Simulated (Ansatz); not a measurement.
How far is PAW off for CuI?

```
Cu I
1.0
     3.69584   -3.67398    0.00000
     3.69584    3.67398    0.00000
     0.00000    0.00000    4.30700
Cu I
2 2
Direct
  0.42044 0.57956 0.75000
  0.57956 0.42044 0.25000
  0.77004 0.22996 0.75000
  0.22996 0.77004 0.25000
```

Atoms are numbered in the order listed.

Structure from Materials Project entry mp-1007922 (possibly hypothetical), not relaxed further. The listed cell was then made from it by scaling, straining or moving an atom.

Spin–orbit coupling is left out, though it moves levels of the heavy atoms by tenths of an eV or more.

Levels of theory: DFT, LDA, PAW with Ansatz's default frozen-core files, scalar-relativistic (Ansatz 0.2.0); DFT, LDA, all-electron LAPW, scalar-relativistic (Ansatz 0.2.0).

For PAW: a Γ-centred 5×5×6 k mesh, Fermi–Dirac smearing of 0.02 eV, cutoff 420 eV, no spin polarisation; the PAW files were made with PBE, and the program remakes their frozen cores for this functional. LAPW targets a basis error of 0.5 meV/atom. The Ansatz runs share mesh, smearing and spin set-up. Plane-wave (PAW) pressures include the program's estimate of the Pulay term.

Stress and pressure are positive in compression.

The change that made this cell: equal xx and yy strain of -1 %.

PAW results:

```tsv
quantity	PAW
pressure (GPa)	-2.53
stress xx (GPa)	-1.14
stress yy (GPa)	-2.61
stress zz (GPa)	-3.84
force on I3, y (eV/Å)	0.224
band gap (eV)	0.898
```

Task: What does full-potential LAPW give for the same quantities?

Result: 
```csv
quantity,LAPW
pressure (GPa),-2.53
stress xx (GPa),-1.13
stress yy (GPa),-2.60
stress zz (GPa),-3.84
"force on I3, y (eV/Å)",0.223
band gap (eV),0.896
```
